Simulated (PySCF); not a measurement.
A run of PySCF 2.14.0 is set up as follows.

Contents of run.py:

```python
import json
import numpy as np
from pyscf.pbc import gto, scf, dft, df
from pyscf.pbc.tools import pyscf_ase
from ase.io import read

atoms = read('As.xyz')
cell = pyscf_ase.cell_from_ase(atoms)
cell.basis = 'DZVP-MOLOPT-GGA-GTH-q5'
cell.pseudo = 'GTH-GGA-q5'
cell.ke_cutoff = 50  # hartree
cell.exp_to_discard = 0.02
cell.precision = 1e-08
cell.max_memory = 5880  # MB
cell.verbose = 4
cell.build()

res = {}
kpts = cell.make_kpts([7, 7, 7])
mf = dft.KRKS(cell, kpts, xc='pbe')
mf = mf.multigrid_numint()
mf = mf.smearing(sigma=0.00183747, method='fermi')  # hartree
mf.conv_tol = 1e-07
mf.max_cycle = 60

atoms.calc = pyscf_ase.PySCF(method=mf)
print('ASE energy = %.8f eV' % atoms.get_potential_energy())
mf = atoms.calc.method_scan
res.update(converged=bool(mf.converged), e_tot=mf.e_tot, nelec=cell.nelectron, nao=cell.nao, mesh=list(map(int, cell.mesh)), a=cell.lattice_vectors().tolist(), coords=cell.atom_coords().tolist(),
           mo_energy=[np.real(x).tolist() for x in mf.mo_energy], mo_occ=[np.real(x).tolist() for x in mf.mo_occ])
res.update(e_free=mf.e_free, e_zero=mf.e_zero)
res.update(kpts=cell.get_scaled_kpts(kpts).tolist())
res['parts'] = {k: float(np.real(v)) for k, v in mf.scf_summary.items() if np.isscalar(v)}
json.dump(res, open('results.json', 'w'))
if not mf.converged:
    raise SystemExit('SCF not converged')

print('levels (eV)')
for i, kp in enumerate(res['kpts'][:40]):
    print('k %7.4f %7.4f %7.4f  ' % tuple(kp), ' '.join('%.3f' % (x * 27.211386) for x in res['mo_energy'][i][:10]))

# Mulliken populations
dm, s = np.asarray(mf.make_rdm1()), np.asarray(mf.get_ovlp())
sites = cell.aoslice_by_atom()[:, 2:]
tot = np.einsum('kij,kji->i', dm, s).real / len(kpts)
res['mulliken'] = [cell.atom_charge(i) - tot[a0:a1].sum() for i, (a0, a1) in enumerate(sites)]
print('Mulliken charges', np.round(res['mulliken'], 5))

# density of states, Gaussians of 0.15 eV
e = np.asarray(mf.mo_energy).real.reshape(1, -1) * 27.211386
ef = mf.get_fermi()
ef = np.max(ef) * 27.211386
x = np.arange(-15, 10.01, 0.1) + round(ef, 1)
dos = np.exp(-((x[:, None, None] - e) / 0.15) ** 2 / 2).sum(-1).T / (0.15 * np.sqrt(2 * np.pi) * len(kpts)) * 2
res.update(dos_e=x.tolist(), dos=dos.tolist())
for a, b in zip(x[::5], dos.T[::5]):
    print('%8.2f' % a, ' '.join('%9.4f' % y for y in b))
res['done'] = True
json.dump(res, open('results.json', 'w'))
```

As.xyz

```xyz
2
Lattice="1.8807968987 1.0858785957 3.5140619945 -1.8807968987 1.0858785957 3.5140619945 0.0000000000 -2.1717571915 3.5140619945" Properties=species:S:1:pos:R:3 pbc="T T T"
As     0.0000000000      0.0000000000      2.3825340323
As     0.0000000000     -0.0000000001      8.1596519512
```

Potentials or basis: DZVP-MOLOPT-GGA/GTH-GGA (UZH) (potentials made for PBE).

The run is started by

```sh
$ OMP_NUM_THREADS=4 python -u run.py > log
```

What does it give for the band gap on the k mesh?

None (metal or under the smearing width).

States per cell in windows of 1 eV (zero at the Fermi level; states under -8 eV left out):
| from (eV) | total |
| --- | --- |
| -8.0 | 0.10 |
| -7.0 | 0.31 |
| -6.0 | 0.79 |
| -5.0 | 1.11 |
| -4.0 | 1.41 |
| -3.0 | 1.22 |
| -2.0 | 0.88 |
| -1.0 | 0.35 |
| 0.0 | 0.56 |
| 1.0 | 1.64 |
| 2.0 | 1.16 |
| 3.0 | 1.19 |
| 4.0 | 0.83 |
| 5.0 | 0.53 |
| 6.0 | 0.78 |
| 7.0 | 1.10 |

Caveat: the basis of atomic orbitals isn't converged, which shifts pressures, moduli and gaps.
